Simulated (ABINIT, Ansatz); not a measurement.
**BN (P6_3/mmc): phonons by linear response**

Aim: the phonon dispersion of BN (P6_3/mmc), checked by a second program.

Method: DFT LDA, scalar-relativistic, plane waves, PseudoDojo stringent norm-conserving pseudopotentials, in ABINIT 10.8.3.

The database entry behind the starting cell differs from later determinations by our own check (about 0.3 % short, minor phase), so it need not match the best structure at ambient conditions.

## (1) Starting point

It takes space group P6_3/mmc (No. 194, hexagonal). The conventional cell has a = 2.498 Å, b = 2.498 Å, c = 6.636 Å, α = 90.00°, β = 90.00°, γ = 120.00°. Nearest to B lie 3 N at 1.44 Å. N has 3 B at 1.44 Å nearest. Farther neighbours and most contacts between anions are not listed.

Coordinates:

```
B N
1.0
     2.49824    0.00000    0.00000
    -1.24912    2.16354    0.00000
     0.00000    0.00000    6.63570
B N
2 2
Direct
  0.33333 0.66667 0.25000
  0.66667 0.33333 0.75000
  0.33333 0.66667 0.75000
  0.66667 0.33333 0.25000
```

## (2) A first look

A first run with smearing and empty bands tells whether the crystal has a gap, which decides between fixed occupations and smearing later on.

Input file probe.abi:

```
# ground state
tolvrs 1.0d-08
prtden 1
prtwf 1
prtpot 1

# basis, mesh and filling
ecut 36.0
ngkpt 9 9 4
nshiftk 1
shiftk 0.0 0.0 0.0
istwfk *1
occopt 7
tsmear 0.005
nband 14
nstep 100
diemac 9.0
prtebands 0
prtgsr 0
useylm 1

# cell and atoms
acell 4.720989388 4.720989388 12.53965565
rprim 
    1.0 0.0 0.0
    -0.5 0.8660254038 0.0
    0.0 0.0 1.0
ntypat 2
znucl 5 7
natom 4
typat 1 1 2 2
xred 
    1/3 2/3 0.25
    2/3 1/3 0.75
    1/3 2/3 0.75
    2/3 1/3 0.25
pp_dirpath "./pseudo"
pseudos "B.upf, N.upf"
```

Launch:

```sh
$ OMP_NUM_THREADS=1 mpirun -n 8 abinit probe.abi > probe.log
```

Numbers of over 12 decimals in the logs are rounded to 6 here.

probe.abo, the main output file:

```text
[banners, grids, parts of the stress and lines that vanish by symmetry left out]
- input  file    -> probe.abi
- output file    -> probe.abo
- root for input  files -> probei
[...]
Symmetries : space group P6_3/m m c (#194); Bravais hP (primitive hexag.)
[...]
mpw =        2528          nfft =       52488          nkpt =          36
[...]
== DATASET  1 ==================================================================
[...]
cutoff_energies: {ecut:  36.0, pawecutdg:  -1.0, }
[...]
ETOT  1  -26.663858418828    -2.666E+01 8.192E-02 6.976E+02
 ETOT  2  -26.708647359546    -4.479E-02 3.155E-01 3.268E+02
 ETOT  3  -26.837278665727    -1.286E-01 5.791E-02 1.681E+01
 ETOT  4  -26.842063858749    -4.785E-03 8.381E-03 1.082E-01
 ETOT  5  -26.842075020438    -1.116E-05 6.155E-03 8.686E-04
 ETOT  6  -26.842075104317    -8.388E-08 1.964E-03 3.513E-05
 ETOT  7  -26.842075112598    -8.281E-09 1.238E-03 5.870E-08
 ETOT  8  -26.842075112608    -9.926E-12 1.580E-03 1.143E-10
 At SCF step    8       vres2   =  1.14E-10 < tolvrs=  1.00E-08 =>converged.
[...]
sigma(1 1)=  1.60902938E-04  sigma(3 2)=  0.00000000E+00
  sigma(2 2)=  1.60902938E-04  sigma(3 1)=  0.00000000E+00
  sigma(3 3)=  4.10850838E-05  sigma(2 1)=  0.00000000E+00
[...]
convergence: {deltae: -9.926E-12, res2:  1.143E-10, residm:  1.580E-03, diffor: null, }
etotal    :  -2.68420751E+01
[...]
sigma(1 1)=  1.60902938E-04  sigma(3 2)=  0.00000000E+00
  sigma(2 2)=  1.60902938E-04  sigma(3 1)=  0.00000000E+00
  sigma(3 3)=  4.10850838E-05  sigma(2 1)=  0.00000000E+00
[...]
- sigma(1 1)=  4.73392787E+00  sigma(3 2)=  0.00000000E+00
- sigma(2 2)=  4.73392787E+00  sigma(3 1)=  0.00000000E+00
- sigma(3 3)=  1.20876490E+00  sigma(2 1)=  0.00000000E+00
[...]
fcart     -5.7035612704E-29 -3.2929526348E-29 -0.0000000000E+00
           strten      1.6090293792E-04  1.6090293775E-04  4.1085083829E-05
================================================================================

[key lines of the parts left out:]
pressure_GPa:  -3.5589E+00
```

Run time: 6.4 s. Hardware: 8 MPI ranks of Arm Neoverse V2, shared host; 50 s of CPU time.

Read from the output:

| Item | Value |
| --- | --- |
| volume per atom | 8.967 Å³ |
| pressure | -3.559 GPa |
| gap on the k-mesh | 4.257 eV |

A gap of 4.3 eV opens on this mesh, so the crystal is taken as an insulator; the printed pressure holds the stress of the finite basis too.

## (3) Relaxing the cell and atoms

The harmonic expansion needs vanishing forces, and a free crystal bears no stress, so cell and atoms are brought to rest. Stress is more sensitive to the basis than forces are: the last 3 Ha under the cutoff are smoothed with ecutsm, and the cutoff is raised above that of the later runs.

Input file relax.abi:

```
# relaxation
ionmov 2
optcell 2
dilatmx 1.08
ntime 40
tolmxf 1.0d-05
tolvrs 1.0d-14
prtwf 0
prtden 0
chksymtnons 0

# basis, mesh and filling
ecut 44.0
ecutsm 3.0
ngkpt 9 9 4
nshiftk 1
shiftk 0.0 0.0 0.0
istwfk *1
occopt 1
nband 8
nstep 100
diemac 9.0
prtebands 0
prtgsr 0
useylm 1

# cell and atoms
acell 4.720989388 4.720989388 12.53965565
rprim 
    1.0 0.0 0.0
    -0.5 0.8660254038 0.0
    0.0 0.0 1.0
ntypat 2
znucl 5 7
natom 4
typat 1 1 2 2
xred 
    1/3 2/3 0.25
    2/3 1/3 0.75
    1/3 2/3 0.75
    2/3 1/3 0.25
pp_dirpath "./pseudo"
pseudos "B.upf, N.upf"
```

Launch:

```sh
$ OMP_NUM_THREADS=1 mpirun -n 8 abinit relax.abi > relax.log
```

relax.abo, the main output file:

```text
[banners, grids, parts of the stress and lines that vanish by symmetry left out]
- input  file    -> relax.abi
- output file    -> relax.abo
- root for input  files -> relaxi
[...]
Symmetries : space group P6_3/m m c (#194); Bravais hP (primitive hexag.)
[...]
mpw =        4295          nfft =       92160          nkpt =          36
[...]
== DATASET  1 ==================================================================
[...]
cutoff_energies: {ecut:  44.0, pawecutdg:  -1.0, }
[...]
ETOT  1  -26.656895076554    -2.666E+01 2.351E-01 1.034E+03
 ETOT  2  -26.781975955034    -1.251E-01 8.624E-04 2.585E+02
 ETOT  3  -26.835428752623    -5.345E-02 7.481E-04 4.134E+01
 ETOT  4  -26.842508621512    -7.080E-03 7.478E-05 1.497E-01
 ETOT  5  -26.842522982804    -1.436E-05 2.684E-06 4.514E-03
[...]
At SCF step   13       vres2   =  7.56E-16 < tolvrs=  1.00E-14 =>converged.
[...]
sigma(1 1)=  1.36723642E-04  sigma(3 2)=  0.00000000E+00
  sigma(2 2)=  1.36723642E-04  sigma(3 1)=  0.00000000E+00
  sigma(3 3)=  1.90352127E-05  sigma(2 1)=  0.00000000E+00
[...]
convergence: {deltae:  4.157E-13, res2:  7.564E-16, residm:  1.527E-17, diffor: null, }
etotal    :  -2.68425236E+01
[...]
ETOT  1  -26.841692859251    -2.684E+01 9.381E-05 1.135E+01
[...]
At SCF step   11       vres2   =  2.94E-15 < tolvrs=  1.00E-14 =>converged.
[...]
sigma(1 1)= -1.58515547E-05  sigma(3 2)=  0.00000000E+00
  sigma(2 2)= -1.58515548E-05  sigma(3 1)=  0.00000000E+00
  sigma(3 3)=  1.82137285E-05  sigma(2 1)=  0.00000000E+00
[...]
convergence: {deltae:  8.598E-13, res2:  2.941E-15, residm:  1.059E-17, diffor: null, }
etotal    :  -2.68426471E+01
[...]
ETOT  1  -26.842647138290    -2.684E+01 8.347E-07 5.470E-02
[...]
At SCF step   10       vres2   =  7.37E-17 < tolvrs=  1.00E-14 =>converged.
[...]
sigma(1 1)= -1.09083054E-06  sigma(3 2)=  0.00000000E+00
  sigma(2 2)= -1.09083071E-06  sigma(3 1)=  0.00000000E+00
  sigma(3 3)=  1.78994695E-05  sigma(2 1)=  0.00000000E+00
[...]
convergence: {deltae:  1.599E-13, res2:  7.373E-17, residm:  5.637E-19, diffor: null, }
etotal    :  -2.68426508E+01
[...]
ETOT  1  -26.842654184585    -2.684E+01 1.327E-04 1.304E-02
[...]
At SCF step   10       vres2   =  1.72E-16 < tolvrs=  1.00E-14 =>converged.
[...]
sigma(1 1)=  1.07153199E-05  sigma(3 2)=  0.00000000E+00
  sigma(2 2)=  1.07153198E-05  sigma(3 1)=  0.00000000E+00
  sigma(3 3)=  1.69264456E-05  sigma(2 1)=  0.00000000E+00
[...]
convergence: {deltae: -3.908E-14, res2:  1.718E-16, residm:  4.057E-19, diffor: null, }
etotal    :  -2.68426559E+01
[...]
ETOT  1  -26.842606687935    -2.684E+01 3.779E-04 3.797E-01
[...]
sigma(1 1)=  2.93254697E-05  sigma(3 2)=  0.00000000E+00
  sigma(2 2)=  2.93254695E-05  sigma(3 1)=  0.00000000E+00
[...]
convergence: {deltae: -8.171E-14, res2:  1.398E-15, residm:  4.352E-18, diffor: null, }
etotal    :  -2.68426694E+01
[...]
ETOT  1  -26.842428183933    -2.684E+01 4.400E-03 1.780E+00
[...]
convergence: {deltae:  1.137E-13, res2:  1.397E-16, residm:  1.155E-17, diffor: null, }
etotal    :  -2.68426852E+01
[...]
ETOT  1  -26.842423389113    -2.684E+01 1.082E-03 2.088E+00
[...]
convergence: {deltae: -7.638E-13, res2:  1.212E-16, residm:  2.422E-18, diffor: null, }
etotal    :  -2.68426957E+01
[...]
ETOT  1  -26.842668961214    -2.684E+01 1.373E+00 2.822E-01
[...]
convergence: {deltae:  1.258E-12, res2:  3.888E-15, residm:  5.255E-18, diffor: null, }
etotal    :  -2.68426985E+01
[...]
ETOT  1  -26.842698484129    -2.684E+01 2.116E-09 2.399E-03
[...]
At SCF step    9       vres2   =  2.00E-15 < tolvrs=  1.00E-14 =>converged.
[...]
sigma(2 2)=  1.07178790E-07  sigma(3 1)=  0.00000000E+00
  sigma(3 3)= -9.00940812E-08  sigma(2 1)=  0.00000000E+00
[...]
convergence: {deltae: -1.098E-12, res2:  2.003E-15, residm:  2.334E-19, diffor: null, }
etotal    :  -2.68426988E+01
[...]
ETOT  1  -26.842698731661    -2.684E+01 4.535E-11 2.011E-04
[...]
ETOT  8  -26.842698761647     2.665E-13 3.712E-18 1.117E-14
 ETOT  9  -26.842698761647     2.380E-13 2.771E-19 1.846E-17
 At SCF step    9       vres2   =  1.85E-17 < tolvrs=  1.00E-14 =>converged.
[...]
sigma(1 1)= -7.45689277E-09  sigma(3 2)=  0.00000000E+00
  sigma(2 2)= -7.45706991E-09  sigma(3 1)=  0.00000000E+00
  sigma(3 3)= -3.91413831E-09  sigma(2 1)=  0.00000000E+00
[...]
convergence: {deltae:  2.380E-13, res2:  1.846E-17, residm:  2.771E-19, diffor: null, }
etotal    :  -2.68426988E+01
[...]
At Broyd/MD step  10, gradients are converged :
[...]
sigma(1 1)= -7.45689277E-09  sigma(3 2)=  0.00000000E+00
  sigma(2 2)= -7.45706991E-09  sigma(3 1)=  0.00000000E+00
  sigma(3 3)= -3.91413831E-09  sigma(2 1)=  0.00000000E+00
[...]
- sigma(1 1)= -2.19389360E-04  sigma(3 2)=  0.00000000E+00
- sigma(2 2)= -2.19394571E-04  sigma(3 1)=  0.00000000E+00
- sigma(3 3)= -1.15157925E-04  sigma(2 1)=  0.00000000E+00
[...]
fcart      1.7173201987E-28  9.9149527896E-29 -0.0000000000E+00
           strten     -7.4568927734E-09 -7.4570699121E-09 -3.9141383121E-09
================================================================================

[key lines of the parts left out:]
pressure_GPa:   1.8465E-04
Total energy (etotal) [Ha]= -2.68426987616472E+01
```

Run time: 48 s. Hardware: 8 MPI ranks.

Relaxation path:

| step | energy less that of the first step (eV) | largest force (eV/Å) | volume (Å³) |
| --- | --- | --- | --- |
| 1 | 0.0000 | 0.0000 | 35.87 |
| 2 | -0.0034 | 0.0000 | 35.55 |
| 3 | -0.0035 | 0.0000 | 35.56 |
| 4 | -0.0036 | 0.0000 | 35.54 |
| 5 | -0.0040 | 0.0000 | 35.39 |
| 6 | -0.0044 | 0.0000 | 35.12 |
| 7 | -0.0047 | 0.0000 | 34.87 |
| 8 | -0.0048 | 0.0000 | 34.80 |
| 9 | -0.0048 | 0.0000 | 34.81 |
| 10 | -0.0048 | 0.0000 | 34.81 |

| conventional cell, symmetrised | before | after | change |
| --- | --- | --- | --- |
| a (Å) | 2.498 | 2.489 | -0.4 % |
| b (Å) | 2.498 | 2.489 | -0.4 % |
| c (Å) | 6.636 | 6.488 | -2.2 % |
| volume (Å³/atom) | 8.97 | 8.70 | -2.9 % |

The relaxed structure:

```cif
data_structure
_symmetry_space_group_name_H-M 'P 1'
_symmetry_Int_Tables_number 1
_cell_length_a 2.4891
_cell_length_b 2.4891
_cell_length_c 6.4880
_cell_angle_alpha 90.000
_cell_angle_beta 90.000
_cell_angle_gamma 120.000
_cell_volume 34.81
loop_
_atom_site_label
_atom_site_type_symbol
_atom_site_fract_x
_atom_site_fract_y
_atom_site_fract_z
_atom_site_occupancy
B1 B 0.33333 0.66667 0.25000 1
B2 B 0.66667 0.33333 0.75000 1
N3 N 0.33333 0.66667 0.75000 1
N4 N 0.66667 0.33333 0.25000 1
```

Numbers from this step:

| Item | Value |
| --- | --- |
| volume per atom | 8.703 Å³ |
| pressure | 1.85e-4 GPa |

The volume changes by -2.9 % in this run and stands -2.9 % from the first cell.

## (4) Self-consistent run for the response

First-order wavefunctions inherit every error of the ground state, hence the very tight tolvrs.

gs.abi, as its differences from probe.abi of step 2:

```diff
@@ -1,3 +1,3 @@
 # ground state
-tolvrs 1.0d-08
+tolvrs 1.0d-16
 prtden 1
@@ -12,5 +12,4 @@
 istwfk *1
-occopt 7
-tsmear 0.005
-nband 14
+occopt 1
+nband 8
 nstep 100
@@ -22,3 +21,3 @@
 # cell and atoms
-acell 4.720989388 4.720989388 12.53965565
+acell 4.703802864 4.703802864 12.26062513
 rprim
```

Launch:

```sh
$ OMP_NUM_THREADS=1 mpirun -n 8 abinit gs.abi > gs.log
```

gs.abo, the main output file:

```text
[banners, grids, parts of the stress and lines that vanish by symmetry left out]
- input  file    -> gs.abi
- output file    -> gs.abo
- root for input  files -> gsi
[...]
Symmetries : space group P6_3/m m c (#194); Bravais hP (primitive hexag.)
[...]
mpw =        2446          nfft =       52488          nkpt =          36
[...]
== DATASET  1 ==================================================================
[...]
cutoff_energies: {ecut:  36.0, pawecutdg:  -1.0, }
[...]
ETOT  1  -26.665725089658    -2.667E+01 1.512E-01 6.014E+02
 ETOT  2  -26.781124837931    -1.154E-01 7.542E-04 1.529E+02
 ETOT  3  -26.835471947988    -5.435E-02 9.712E-04 2.254E+01
 ETOT  4  -26.842233276130    -6.761E-03 7.791E-05 8.375E-02
 ETOT  5  -26.842246950707    -1.367E-05 2.612E-06 2.475E-03
[...]
ETOT 13  -26.842247582089     6.395E-13 6.675E-18 8.323E-16
 ETOT 14  -26.842247582090    -5.187E-13 5.131E-19 6.188E-17
 At SCF step   14       vres2   =  6.19E-17 < tolvrs=  1.00E-16 =>converged.
[...]
sigma(1 1)=  2.50997664E-05  sigma(3 2)=  0.00000000E+00
  sigma(2 2)=  2.50997662E-05  sigma(3 1)=  0.00000000E+00
  sigma(3 3)=  2.27452947E-05  sigma(2 1)=  0.00000000E+00
[...]
convergence: {deltae: -5.187E-13, res2:  6.188E-17, residm:  5.131E-19, diffor: null, }
etotal    :  -2.68422476E+01
[...]
sigma(1 1)=  2.50997664E-05  sigma(3 2)=  0.00000000E+00
  sigma(2 2)=  2.50997662E-05  sigma(3 1)=  0.00000000E+00
  sigma(3 3)=  2.27452947E-05  sigma(2 1)=  0.00000000E+00
[...]
- sigma(1 1)=  7.38460622E-01  sigma(3 2)=  0.00000000E+00
- sigma(2 2)=  7.38460617E-01  sigma(3 1)=  0.00000000E+00
- sigma(3 3)=  6.69189675E-01  sigma(2 1)=  0.00000000E+00
[...]
fcart     -4.5795205301E-28 -1.0575949643E-27 -2.1447000645E-32
           strten      2.5099766376E-05  2.5099766198E-05  2.2745294744E-05
================================================================================

[key lines of the parts left out:]
pressure_GPa:  -7.1537E-01
```

The job ended after 5.9 s (8 MPI ranks).

Numbers from this step:

```yaml
pressure: -0.7154 GPa
```

The cell stands at -0.72 GPa: the relaxation ran with a smoothed and higher cutoff, and the difference is a stress of the finite basis.

## (5) The gap at rest

Empty bands on the ground state's density check that the gap assumed so far is there in this cell.

Input file gap.abi:

```
# empty bands on the ground state's density
iscf -2
getden_filepath "gso_DEN"
tolwfr 1.0d-12
nbdbuf 2
prtwf 0

# basis, mesh and filling
ecut 36.0
ngkpt 9 9 4
nshiftk 1
shiftk 0.0 0.0 0.0
istwfk *1
occopt 1
nband 12
nstep 100
diemac 9.0
prtebands 0
prtgsr 0
useylm 1

# cell and atoms
acell 4.703802864 4.703802864 12.26062513
rprim 
    1.0 0.0 0.0
    -0.5 0.8660254038 0.0
    0.0 0.0 1.0
ntypat 2
znucl 5 7
natom 4
typat 1 1 2 2
xred 
    1/3 2/3 0.25
    2/3 1/3 0.75
    1/3 2/3 0.75
    2/3 1/3 0.25
pp_dirpath "./pseudo"
pseudos "B.upf, N.upf"
```

Launch:

```sh
$ OMP_NUM_THREADS=1 mpirun -n 8 abinit gap.abi > gap.log
```

gap.abo, the main output file:

```text
[banners, grids, parts of the stress and lines that vanish by symmetry left out]
- input  file    -> gap.abi
- output file    -> gap.abo
- root for input  files -> gapi
[...]
Symmetries : space group P6_3/m m c (#194); Bravais hP (primitive hexag.)
[...]
mpw =        2446          nfft =       52488          nkpt =          36
[...]
== DATASET  1 ==================================================================
[...]
cutoff_energies: {ecut:  36.0, pawecutdg:  -1.0, }
[...]
-outvars: echo values of variables after computation
            acell      4.7038028640E+00  4.7038028640E+00  1.2260625130E+01 Bohr
================================================================================
```

Elapsed: 5.4 s, on 8 MPI ranks.

Numbers from this step:

```
gap on the k-mesh : 4.252 eV
```

In this cell the gap on the mesh is 4.3 eV, indirect (smallest direct 4.5 eV), so fixed occupations hold.

[end of part 1 of 5]

[Host names and launcher messages were left out of these logs when they were recorded.]

[Logs are printed without paths, hosts, clocks, repeated set-up lines and the standing remarks that a program may print on its own settings, such as how far it seeks lower states.]

[Hosts, paths, dates, database ids (printed as entryN), source tags and the programs' standing remarks are cut or masked in the printed files.]
